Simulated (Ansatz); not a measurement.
System: rock-salt LiI. Method: BLYP (Ansatz, a program for electronic structure, plane waves, PAW).

Settings: plane-wave cutoff 520 eV, 10×10×10 k mesh, Fermi–Dirac smearing 0.01 eV, scalar-relativistic PAW data made under PBE.

Computed at the level's own relaxed cell.

Question: What does this level give for the pressure derivative B′ of the bulk modulus, smallest direct gap on the k points sampled, bulk modulus, equilibrium volume per atom and width of the whole s-p valence band?

Answer: 
* **pressure derivative B′ of the bulk modulus**: 4.5
* **smallest direct gap on the k points sampled**: 4.14 eV
* **bulk modulus**: 16.6 GPa
* **equilibrium volume per atom**: 29.49 Å³/atom
* **width of the whole s-p valence band**: 11.39 eV

Measured, for comparison: bulk modulus 24 GPa (0 K, extrapolated to 0 K; as tabulated in Doll and Stoll (1998), arXiv:cond-mat/9801031). Computed (rounded) less measured: bulk modulus -31 %.

Spin–orbit coupling is not included; with these elements it can move the gap by several tenths of an eV or more.

Computed values are for the static lattice.
